A process engineer compares band gaps of rocksalt SnTe from several density-functional programs and wants to know how many of the digits describe the crystal. In the table, "gap" is the distance from the highest filled to the lowest empty level over all sampled wave vectors. "Direct gap" is the smallest such distance at a single wave vector.

Band gaps of rocksalt SnTe from Kohn–Sham DFT with the PBE functional, for the same fixed 2-atom cell, without spin polarisation or spin–orbit coupling. Gaps are taken on a 7×7×7 k mesh with Fermi–Dirac smearing of 0.05 eV. The basis column gives the plane-wave cutoff or, for ABACUS with its DZP orbitals, the cutoff of the integration grid.

| program | potentials | basis | gap (eV) | direct gap (eV) | gap less the median of the rows (eV) |
| --- | --- | --- | --- | --- | --- |
| ABACUS | PseudoDojo NC SR 0.4.1 PBE standard | 1361 eV | 0.661 | 0.661 | -0.001 |
| GPAW | GPAW PAW data sets (gpaw data 1.2.1) | 600 eV | 0.662 | 0.662 | 0.000 |
| Ansatz | Ansatz PAW | 600 eV | 0.662 | 0.662 | 0.000 |
| Ansatz | Ansatz PAW | 800 eV | 0.662 | 0.662 | 0.000 |
| Quantum ESPRESSO | SSSP 1.3 efficiency PBE | 816 eV | 0.682 | 0.682 | 0.020 |

**(a) Which run gives the largest gap, and is the difference more than noise?**

Quantum ESPRESSO does, by 0.02 eV or 3% of the median of the other rows. Those rows agree among themselves to about 0.001 eV, so the excess stands out clearly. All runs share the same cell, functional, mesh and smearing. The difference must therefore come from how each program represents the atoms and the wave functions.

**(b) Would a higher plane-wave cutoff change the answer?**

For Ansatz it does not: going from 600 to 800 eV leaves the gap as it was. More plane waves describe the same wave functions more finely, and here they were already fine enough. The test covers one data set only. An error in the data set itself, which replaces the core of each atom, would survive any cutoff.

**(c) Is the larger gap due to the number of electrons treated explicitly?**

Some of the runs keep the filled Te 4d shell in the frozen core and treat 20 electrons per cell, while others treat 30. GPAW and Quantum ESPRESSO both treat 20, yet they differ by the full 0.02 eV. GPAW with 20 and Ansatz with 30 agree. The electron count alone therefore doesn't explain the outlier. The likely cause is the particular set of potentials in the Quantum ESPRESSO run, but only a run with those potentials exchanged would settle it.

**(d) The gaps agree closely. Do the rest of the bands agree as well?**

Less closely. At the zone centre, where the wave function repeats unchanged from cell to cell, the highest filled and lowest empty levels lie 5.50 eV apart in GPAW and Ansatz. Quantum ESPRESSO puts them 0.088 eV further apart than GPAW does. ABACUS puts them 0.17 eV further apart, although its gap matches GPAW's to about 0.001 eV. Its pressure also lies well above that of the other runs.

ABACUS builds the wave functions from local orbitals, here a home-made set of modest size. The 1361 eV in its basis column sets how fine its integration grid is, not the size of a plane-wave basis. It differs from the others both in its potentials and in this basis, so the comparison can't assign the discrepancy to either. What the comparison does show is that a matching gap doesn't vouch for the rest of the band structure.

**(e) Why is the gap so much smaller than the separation at the zone centre?**

The smallest gap lies elsewhere in the zone, and the reason is the symmetry of the orbitals. Over most of the zone, the upper filled levels come mainly from Te 5p and the lowest empty ones mainly from Sn 5p. At the zone centre these two sets can mix, and they repel each other, which drives the filled levels down and the empty ones up.

Now move towards the point L, the centre of the hexagonal face of the zone. There the wave function changes sign between the two Sn atoms on opposite sides of a Te atom. The p–p overlaps on the two sides then cancel, and the repulsion that held the levels apart fades.

A second interaction does the reverse. At the zone centre the filled Sn 5s orbitals on either side of a Te 5p orbital meet lobes of opposite sign, so their effects cancel; towards L they add. Since Sn 5s lies below Te 5p, it pushes the Te level up, towards the empty states. Both changes bring the two levels together; in SnTe they are expected to go far enough that the levels exchange order at L, even without spin–orbit coupling. Te 5s pushes the Sn 5p level up in the same way, which works against them, but it lies much deeper and is expected to do less. The numbers show that the band edges lie away from the zone centre; the orbital argument explains why L is the place to look. It carries over to other rocksalt compounds whose cation keeps a filled s shell, such as PbTe.

**(f) Is 0.66 eV then the PBE gap of SnTe?**

Probably not, because the mesh steps over L. The band edges of SnTe are known to lie at or near that point. The 7x7x7 mesh passes through the zone centre and has points at 0, 2/7, 4/7 and 6/7 of the way to L, but none at L itself.

The possible error can be estimated from the table and the zone-centre levels. The Fermi energies and entropy terms of the runs fit a filled band edge made of roughly eight mesh points, the number of equivalent points nearest L, so take the mesh gap to sit there. Suppose further that the separation falls evenly along the line.

- Fall over the first 6/7 of the way: 5.50 − 0.66 = 4.84 eV.
- Fall over the remaining 1/7: 4.84 / 6 ≈ 0.8 eV.

This is more than the whole gap, so the even fall can't continue to the end. Bands flatten near an extremum, and levels that approach each other may also repel or exchange order. If the two levels, which have opposite parity at L, have exchanged order there, then without spin–orbit coupling they are expected to cross close to L, and the gap of this setup would be near zero. The estimate gives only an order of magnitude: the mesh error may be tenths of an eV, as large as the gap itself. The printed analysis below contains this estimate and the comparisons between programs; it involves no fitted model.

There is a warning sign from outside the table. The measured gap is roughly 0.2 to 0.3 eV, and PBE usually gives gaps that are too small, not too large. A mesh that misses the band edge would produce such an excess. This is only a hint, because the missing spin–orbit coupling changes the gap too, and the usual rule for PBE can fail where bands are inverted.

**(g) Which digits can be trusted, and for what purpose?**

As a comparison of programs on this mesh, the first decimal is safe. The second differs between runs, probably through the potentials, and the third has no physical meaning. As a property of SnTe, even the first decimal is open.

The reason is that a comparison between programs exposes only the errors in which they differ. All the runs skip L, and all leave out spin–orbit coupling, which splits Te 5p levels by several tenths of an eV as a rough figure. It acts on the same closely spaced levels near L whose order decides whether the bands are inverted, so these gaps can't settle the topology of SnTe either.

The practical rule is to repair the shared settings before comparing programs. For SnTe, that means first an even mesh centred on the zone centre, which includes L, together with a fine set of points around L, since the band edges may lie slightly beside it; without spin–orbit coupling such a scan may find almost no gap at all. The same calculation with spin–orbit coupling comes next. Only after that does a difference of 0.02 eV between programs deserve attention.

Numerical output:

```
Electrons treated and levels:
               row  electrons  raw valence top (eV)  separation at zone centre (eV)  pressure (GPa)
            ABACUS         30                 9.805                           5.672           2.989
              GPAW         20                 6.221                             5.5           1.948
            Ansatz         30                 9.445                             5.5           2.221
            Ansatz         30                 9.445                             5.5           2.221
  Quantum ESPRESSO         20                  7.97                           5.588           2.105
Quantum ESPRESSO gap less median of the other rows (eV): 0.02
the same in percent of that median: 3.021
spread of the gap among the other rows (eV): 0.001
change of the Ansatz gap between the two cutoffs (eV): 0
Quantum ESPRESSO less GPAW gap with 20 electrons in both (eV): 0.02
spread of the raw valence top over all rows (eV): 3.585
spread of the gap over all rows (eV): 0.021
zone-centre separation over mesh gap in GPAW (ratio): 8.308
ABACUS less GPAW separation at the zone centre (eV): 0.172
Quantum ESPRESSO less GPAW separation at the zone centre (eV): 0.088
ABACUS pressure less the highest of the others (GPa): 0.7676
spread of the pressure among the others (GPa): 0.2731
distance from zone centre to L (1/A): 0.8635
distance from L to the nearest mesh point (1/A): 0.1234
order of the further fall of the gap up to L if the fall were even (eV): 0.8063
```
